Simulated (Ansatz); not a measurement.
# Ta (Im-3m) in Ansatz: settings compared

Aim: see how the results for Ta move with the level of theory and the settings. Levels: PBE+D3(BJ), PBE. Tasks: relaxation of cell and atoms, single point.

Program: Ansatz 0.2.0. These are calculated values, not measurements. Logs are shortened: lines on timing, memory, paths and dates and some standing lists are left out, and cuts for length are marked.

### Step 1. The crystal as given

It takes space group Im-3m (No. 229, cubic). Conventional cell: a = 3.303 Å, b = 3.303 Å, c = 3.303 Å, α = 90.00°, β = 90.00°, γ = 90.00°. Ta (site symmetry m-3m) has 8 Ta at 2.86 Å as nearest neighbours.

### Step 2. Relaxation of cell and atoms, PBE+D3(BJ)

The input, input.yaml:

```yaml
crystal:
  lattice:
    - [-1.65128, 1.65128, 1.65128]
    - [1.65128, -1.65128, 1.65128]
    - [1.65128, 1.65128, -1.65128]
  atoms:
    - { symbol: Ta, position: [0.0, 0.0, 0.0] }
kpoints:
  mp_grid: { grid: [11, 11, 11] }
scf:
  occupations: { method: fermi_dirac, width: 0.05 }
hamiltonian:
  xc: pbe
  dispersion: d3bj
  pseudopotentials: { kind: all_electron, lapw: { basis_error: 0.001 } }
output:
  forces: true
  stress: true
relax:
  f_tol: 0.01
  max_steps: 60
  cell: {}
```

Potentials or basis: all-electron LAPW, scalar-relativistic.

Command:

```console
> ansatz run input.yaml --threads 1 --pin off --max-ram 3072MiB --backend cpu --events-out ev --progress --plain --runs-dir out
```

Log:

```text
Warning: RAYON_NUM_THREADS=1 ignored (pool sized by the plan → 1); use --threads N
The last accepted step is kept in <dir> (removed where the run ends without a failure and the disk answers)
LAPW: plane waves up to 8.632 Å⁻¹, error target 1.0e-3 eV per atom; small_component_spin mean_spin; Ta in spheres of 1.387 Å, 43 of its electrons in bands, Dirac shells [] (how accurate: hamiltonian.pseudopotentials.lapw.basis_error, Limitations)
Engine: ansatz 0.2.0, aarch64-unknown-linux-gnu
Pseudopotentials: kind: all_electron
Pseudopotential: Ta, LAPW, valence charge 43, lapw/all_electron/scalar/gaussian/Ta, Koelling and Harmon's equation, gaussian nucleus
Functional definition: PBE
  parameter kappa = 0.804
  parameter beta = 0.06672455060314922
  exchange = pbe_x(kappa = kappa, mu = beta*pi^2/3)
  correlation = pbe_c(beta = beta)
Crystal: 1 atoms, lattice volume = 18.010 Å³
Basis set: ecut = 283.87718031045114 eV, 201 PW (Γ), exchange–correlation at level 2
Bands: 26, of which v1, the nominal top of the filled ones, is band 22 counted from 1 (21 counted from 0)
Symmetry: 48 space group operations
Space group: Im-3m (ITA 229), of the structure as read, at distance tolerance 2.6e-5 Å
k-points: 56 of 1331
Non-local potential: Ta, projectors of the file, none
Initial density: superposition of atomic densities (chi_scale 0.1, normalization cell)
Initial wavefunctions: plane waves of lowest kinetic energy (no species holds an atomic orbital)
Functional: x = pbe(κ = 0.804, μ = 0.2195149727645171), c = pbe(β = 0.06672455060314922)
iter 1 solved again at ethr=2.42e-4 eV; its pass at ethr=1.00e-1 eV (dr2=1.04e-1 eV) is discarded
SCF iter   1: F=—  HF=-424569.911586 eV  |F-HF|=—  |Δ(HF+E_count)|=         —  Δρ=2.85e-2  dr2=1.04e-1  ethr=2.42e-4  ⟨swp⟩=2.8  Hψ=8975  notcnv=0
preconditioner: auto → Kerker (q_TF=auto, 3.154 Å⁻¹)  [metal: Δε(μ)=0.042 eV  Ē_g=24.528 eV  σ=0.050 eV  W_gap=0.20  n_scr=12 (ndim 8)  ℏωp=43.7 eV  f_vac=0.000  D(μ)=1.22/eV (n_scr^D=12)]
SCF iter   2: F=—  HF=-424569.790702 eV  |F-HF|=—  |Δ(HF+E_count)|=   1.21e-1  Δρ=1.53e-2  dr2=3.45e-2  ethr=2.42e-4  ⟨swp⟩=2.0  Hψ=4592  notcnv=0
SCF iter   3: F=—  HF=-424569.778388 eV  |F-HF|=—  |Δ(HF+E_count)|=   1.23e-2  Δρ=1.05e-2  dr2=1.85e-2  ethr=8.02e-5  ⟨swp⟩=2.0  Hψ=4346  notcnv=0
SCF iter   4: F=—  HF=-424569.773449 eV  |F-HF|=—  |Δ(HF+E_count)|=         —  Δρ=5.69e-3  dr2=6.37e-3  ethr=4.31e-5  ⟨swp⟩=2.0  Hψ=4283  notcnv=0
the basis was enlarged: its passes take 269.4 KiB over the memory plan, 1 of 1 planned eigensolver slots
iter 5 solved again at ethr=9.14e-7 eV; its pass at ethr=1.48e-5 eV (dr2=3.93e-4 eV) is discarded
SCF iter   5: F=—  HF=-424569.774141 eV  |F-HF|=—  |Δ(HF+E_count)|=   6.92e-4  Δρ=1.42e-3  dr2=3.92e-4  ethr=9.14e-7  ⟨swp⟩=2.0  Hψ=7293  notcnv=0
SCF iter   6: F=—  HF=-424569.774181 eV  |F-HF|=—  |Δ(HF+E_count)|=   3.95e-5  Δρ=3.57e-4  dr2=1.28e-5  ethr=9.12e-7  ⟨swp⟩=2.0  Hψ=4345  notcnv=0
[... 29 lines left out ...]
relax step   3: F+E_penalty+E_count = -424569.77779292 eV  Δ(F+E_penalty+E_count) = -3.610e-3 eV  max|allowed force component| = 0.000e0 eV/Å  Δτ_max = 0.0000 Å  P = -0.340 GPa  Ω = 17.719 Å³  (5 SCF iters, accepted)
Crystal: 1 atoms, lattice volume = 17.690 Å³
Basis set: ecut = 287.28869970448915 eV, 201 PW (Γ), exchange–correlation at level 2
iter 1 solved again at ethr=1.13e-11 eV; its pass at ethr=1.00e-1 eV (dr2=4.84e-9 eV) is discarded
SCF iter   1: F=—  HF=-424569.777824 eV  |F-HF|=—  |Δ(HF+E_count)|=         —  Δρ=4.15e-5  dr2=2.44e-7  ethr=1.13e-11  ⟨swp⟩=6.0  Hψ=8845  notcnv=0
preconditioner: auto → none  [insulator: Δε(μ)=0.149 eV  Ē_g=25.297 eV  σ=0.050 eV  W_gap=0.63  n_scr=12 (ndim 8)  ℏωp=44.1 eV  f_vac=0.000  D(μ)=0.77/eV (n_scr^D=12)  ε∞_Penn≈4.0]
SCF iter   2: F=-424569.777824 eV  HF=-424569.777824 eV  |F-HF|=6.00e-8  |Δ(HF+E_count)|=   3.89e-7  Δρ=1.39e-5  dr2=2.70e-8  ethr=1.13e-11  ⟨swp⟩=3.0  Hψ=4492  notcnv=0
SCF 4 converged in 2 iterations: F = -424569.777824 eV  dr2 = 2.70e-8
relax step   4: F+E_penalty+E_count = -424569.77782380 eV  Δ(F+E_penalty+E_count) = -3.088e-5 eV  max|allowed force component| = 0.000e0 eV/Å  Δτ_max = 0.0000 Å  P = -0.006 GPa  Ω = 17.690 Å³  (2 SCF iters, accepted)
iter 1 solved again at ethr=6.76e-11 eV; its pass at ethr=1.00e-1 eV (dr2=2.91e-8 eV) is discarded
SCF iter   1: F=—  HF=-424569.777824 eV  |F-HF|=—  |Δ(HF+E_count)|=         —  Δρ=1.39e-5  dr2=2.70e-8  ethr=6.76e-11  ⟨swp⟩=5.7  Hψ=9044  notcnv=0
preconditioner: auto → none  [insulator: Δε(μ)=0.149 eV  Ē_g=25.297 eV  σ=0.050 eV  W_gap=0.62  n_scr=12 (ndim 8)  ℏωp=44.1 eV  f_vac=0.000  D(μ)=0.77/eV (n_scr^D=12)  ε∞_Penn≈4.0]
iter 2 solved again at ethr=5.82e-12 eV; its pass at ethr=6.29e-11 eV (dr2=2.50e-9 eV) is discarded
SCF iter   2: F=-424569.777824 eV  HF=-424569.777824 eV  |F-HF|=9.02e-9  |Δ(HF+E_count)|=   2.11e-8  Δρ=4.29e-6  dr2=2.50e-9  ethr=5.82e-12  ⟨swp⟩=2.0  Hψ=7348  notcnv=0
SCF 5 converged in 2 iterations: F = -424569.777824 eV  dr2 = 2.50e-9
relax step   5: F+E_penalty+E_count = -424569.77782394 eV  Δ(F+E_penalty+E_count) = -1.393e-7 eV  max|allowed force component| = 0.000e0 eV/Å  Δτ_max = 0.0000 Å  P = -0.005 GPa  Ω = 17.690 Å³  stress off target by 5.05e-3 GPa  SCF on the basis re-selected at this cell (its energy is not comparable with the rows above)  (2 SCF iters)
basis re-selected at this cell: Δ(F+E_penalty+E_count) = -1.393e-7 eV, ΔP = +0.001 GPa vs the last step (what re-selecting the basis moved, after the strain that the cell walked since its last selection, with what the two solves' SCF thresholds leave and, on support functions, any second-order correction that the steps lacked; it is no measure of the basis error at this ecutwfc). This SCF's stress stands 5.05e-3 GPa from its target on what of the cell is left free (relax.cell.stress_tol is 5.00e-2 GPa) and its largest allowed force component is 0.00e0 eV/Å (relax.f_tol is 1.00e-2 eV/Å): within both
SCF converged after 2 iterations
Free energy (F): -424569.777824 eV
Harris-Foulkes:  -424569.777824 eV  (|F-HF|=9.02e-9)
Internal energy: -424569.770462 eV  (E = F + TS)
E sigma→0 (E₀):  -424569.774143 eV
Entropy (-TS):   -0.007362 eV (-7.362 meV/atom)
Fermi energy:    25.300365 eV
--- Per-component energies (eV) ---
  E_band       = -4045.340795
  E_kinetic    = 473936.895931
  E_xc         = -8623.979120
  E_electrostatic = -889882.012129  (all electrons and nuclei)
  E_disp       = -0.675144  (pairwise vdW)
  E_smearing   = -0.007362  (= −TS)
  E_closure    = 0.000000  (closes the sum)
  E_atoms      = -424559.369556  (free atoms, spherical and without spin; not in F)
  Σ components = -424569.777824   (vs F -424569.777824, Δ=0.00e0)
  Basis errors (estimates in eV, not in F): energy 2.9e-4 per atom: plane waves 2.5e-4 (1.3e-4 summed), levels above the bands 3.7e-88, relativity 6.7e-8, radial functions 3.9e-5, core shells 4.2e-8; eigenvalues (radial functions only) 1.2e-6; not estimated: angular momenta, meshes, grids; target (lapw.basis_error) 1.0e-3; muffin-tin radii Ta 1.379 Å
--- Forces (eV/Å), atoms counted from 1 ---
  atom   1  Ta    -0.00000000     0.00000000    -0.00000000
  max |Σ_I F_I| component: 2.18e-31 eV/Å
--- Stress (GPa, compression-positive) ---
       -0.005050       0.000000       0.000000
        0.000000      -0.005050      -0.000000
        0.000000      -0.000000      -0.005050
  P = ⅓ Tr σ = -0.0050 GPa (-0.050 kbar)
--- Relaxed structure (4 steps of the walk, 3 accepted, 1 SCFs on fresh bases) ---
  F+E_penalty+E_count = -424569.77782394 eV   max|allowed force component| = 0.000e0 eV/Å   (the final SCF, on the basis selected at the relaxed cell)
  cell:  # Å, volume = 17.6905 Å³
    - [-1.6414463419006162, 1.6414463419006162, 1.6414463419006162]
    - [1.6414463419006162, -1.6414463419006162, 1.6414463419006162]
    - [1.6414463419006162, 1.6414463419006162, -1.6414463419006162]
  atoms:
    - { symbol: Ta, position: [0.0, 0.0, 0.0] }
```

It took 38 s on 1 thread of Arm Neoverse N1, shared host; peak memory 0.29 GiB.

Results:

```yaml
Free_energy: -424569.7778 eV
Relaxed_volume: 17.69 Å³/atom
Relaxed_cell: a = 2.843 Å, b = 2.843 Å, c = 2.843 Å, α = 109.47°, β = 109.47°, γ = 109.47°
Space_group_after_relaxing_to_0.05_Å: Im-3m (No. 229)
Energy_gained_by_relaxing: 3.6 meV/atom
Ionic_steps: 4
Pressure_after_relaxing: 0.0 GPa
```

The path:
| step | energy change (eV) | largest force (eV/Å) | volume (Å³) |
| --- | --- | --- | --- |
| 1 | 0.0000 | 0.0000 | 18.01 |
| 2 | -0.0036 | 0.0000 | 17.72 |
| 3 | -0.0036 | 0.0000 | 17.69 |
| 4 | -0.0036 | 0.0000 | 17.69 |

Final structure:
```xyz
1
Lattice="-1.6414 1.6414 1.6414 1.6414 -1.6414 1.6414 1.6414 1.6414 -1.6414" Properties=species:S:1:pos:R:3 pbc="T T T"
Ta    0.0000    0.0000    0.0000
```

The run has no spin-orbit coupling, so splittings on Ta are missing.

### Step 3. Single point, PBE

The input, input.yaml:

```yaml
crystal:
  lattice:
    - [-1.65128, 1.65128, 1.65128]
    - [1.65128, -1.65128, 1.65128]
    - [1.65128, 1.65128, -1.65128]
  atoms:
    - { symbol: Ta, position: [0.0, 0.0, 0.0] }
kpoints:
  mp_grid: { grid: [7, 7, 7] }
scf:
  occupations: { method: fermi_dirac, width: 0.03 }
hamiltonian:
  xc: pbe
  pseudopotentials: { kind: all_electron, lapw: { basis_error: 0.003 } }
output:
  forces: true
  stress: true
  eigenvalues: true
```

Potentials or basis: all-electron LAPW, scalar-relativistic.

Command:

```console
> ansatz run input.yaml --threads 1 --pin off --max-ram 3072MiB --backend cpu --events-out ev --progress --plain --runs-dir out
```

It took 2.3 s on 1 thread of Arm Neoverse V1, shared host; peak memory 0.22 GiB.

Results (log left out):

```
Free energy            : -424569.1310 eV
Pressure               : 3.7 GPa
Band gap on the k mesh : none (metal or under the smearing width)
```

Levels at points of the mesh, in eV from the Fermi level:
| k point | band 15 | band 16 | band 17 | band 18 | band 19 | band 20 | band 21 | band 22 |
| --- | --- | --- | --- | --- | --- | --- | --- | --- |
| (0.00, 0.00, 0.00) | -18.68 | -18.64 | -7.74 | 0.87 | 0.87 | 0.87 | 4.15 | 4.15 |

Caveat: the k mesh is coarse (spacing up to 0.38 Å⁻¹), so the values aren't converged; the k mesh is thin for a metal, which can move the energy by tens of meV per atom. Spin-orbit coupling is left out, which matters for the levels of Ta.

### Step 4. Single point, PBE

The input, input.yaml:

```yaml
crystal:
  lattice:
    - [-1.65128, 1.65128, 1.65128]
    - [1.65128, -1.65128, 1.65128]
    - [1.65128, 1.65128, -1.65128]
  atoms:
    - { symbol: Ta, position: [0.0, 0.0, 0.0] }
kpoints:
  mp_grid: { grid: [11, 11, 11] }
scf:
  occupations: { method: gaussian, width: 0.028 }
hamiltonian:
  xc: pbe
  pseudopotentials: { kind: all_electron, lapw: { basis_error: 0.001 } }
output:
  forces: true
  stress: true
  eigenvalues: true
```

Potentials or basis: all-electron LAPW, scalar-relativistic.

Command:

```console
> ansatz run input.yaml --threads 1 --pin off --max-ram 3072MiB --backend cpu --events-out ev --progress --plain --runs-dir out
```

Log:

```text
Warning: RAYON_NUM_THREADS=1 ignored (pool sized by the plan → 1); use --threads N
LAPW: plane waves up to 8.288 Å⁻¹, error target 1.0e-3 eV per atom; small_component_spin mean_spin; Ta in spheres of 1.430 Å, 37 of its electrons in bands, Dirac shells [] (how accurate: hamiltonian.pseudopotentials.lapw.basis_error, Limitations)
[... 2 set-up lines as earlier in the session ...]
Pseudopotential: Ta, LAPW, valence charge 37, lapw/all_electron/scalar/gaussian/Ta, Koelling and Harmon's equation, gaussian nucleus
[... 3 set-up lines as earlier in the session ...]
[... 39 lines left out ...]
  Basis errors (estimates in eV, not in F): energy 2.6e-4 per atom: plane waves 2.2e-4 (1.1e-4 summed), levels above the bands 0.0e0, relativity 6.9e-8, radial functions 3.8e-5, core shells 1.3e-6; eigenvalues (radial functions only) 2.0e-6; not estimated: angular momenta, meshes, grids; target (lapw.basis_error) 1.0e-3; muffin-tin radii Ta 1.430 Å
--- Forces (eV/Å), atoms counted from 1 ---
  atom   1  Ta    -0.00000000    -0.00000000     0.00000000
  max |Σ_I F_I| component: 1.29e-31 eV/Å
--- Stress (GPa, compression-positive) ---
        2.065795       0.000000       0.000000
        0.000000       2.065795      -0.000000
        0.000000      -0.000000       2.065795
  P = ⅓ Tr σ = 2.0658 GPa (20.658 kbar)
--- Band table (eV; the first three rows and the last of 56) ---
  k-point 0: bands = ["-191.1407", "-191.1407", "-191.1228", "-191.1228", "-191.1228", "-42.2767", "-8.2231", "-8.2231", "-8.2231", "5.9564", "5.9564", "5.9564", "6.0081", "6.0081", "6.0081", "6.0596", "16.9059", "25.5432", "25.5432", "25.5432", "28.8160", "28.8160", "39.4013"]
  k-point 1: bands = ["-191.1407", "-191.1407", "-191.1228", "-191.1228", "-191.1228", "-42.2676", "-8.3241", "-8.2543", "-8.2237", "5.9580", "5.9599", "5.9603", "6.0046", "6.0068", "6.0070", "6.0548", "17.2701", "25.3096", "25.4635", "25.9046", "28.4674", "28.8187", "39.7167"]
  k-point 2: bands = ["-191.1407", "-191.1407", "-191.1228", "-191.1228", "-191.1228", "-42.2430", "-8.5879", "-8.3371", "-8.2252", "5.9616", "5.9694", "5.9706", "5.9958", "6.0019", "6.0048", "6.0440", "18.2566", "24.7440", "25.0852", "26.9574", "28.1165", "28.8745", "40.1619"]
  k-point 55: bands = ["-191.1407", "-191.1407", "-191.1228", "-191.1228", "-191.1228", "-42.0781", "-9.0454", "-9.0276", "-9.0276", "5.9506", "5.9730", "5.9745", "5.9745", "6.0238", "6.0246", "6.0246", "21.1041", "21.1461", "30.6329", "30.6329", "31.4547", "32.8119", "34.6277"]
```

Run time: 6.9 s. Hardware: 1 thread of Arm Neoverse V1, shared host; peak memory 0.26 GiB.

What came out:

| Item | Value |
| --- | --- |
| Free energy | -424569.1083 eV |
| Pressure | 2.1 GPa |
| Band gap on the k mesh | none (metal or under the smearing width) |

Levels at points of the mesh, in eV from the Fermi level:
```csv
k point,band 14,band 15,band 16,band 17,band 18,band 19,band 20,band 21,band 22,band 23
"(0.00, 0.00, 0.00)",-18.77,-18.77,-18.72,-7.87,0.76,0.76,0.76,4.04,4.04,14.62
```

### Step 5. Summary

```csv
task,level,cell,k mesh,cutoff (eV),smearing,basis error allowed,mesh quality,gap on the mesh (eV),pressure (GPa)
relaxation of cell and atoms,PBE+D3(BJ),relaxed,11 × 11 × 11,-,fermi-dirac 0.05 eV,0.001 eV/atom,not flagged,-,0.0
single point,PBE,as given,7 × 7 × 7,229,fermi-dirac 0.03 eV,0.003 eV/atom,coarse,none,3.7
single point,PBE,as given,11 × 11 × 11,262,gaussian 0.028 eV,0.001 eV/atom,not flagged,none,2.1
```

Alike in all rows: potentials or basis all-electron LAPW, scalar-relativistic; no spin polarisation.

Caveats: some runs use coarse meshes; the k mesh is thin for a metal, which can move the energy by tens of meV per atom (some runs).

Compare energies only between runs with the same functional and basis.
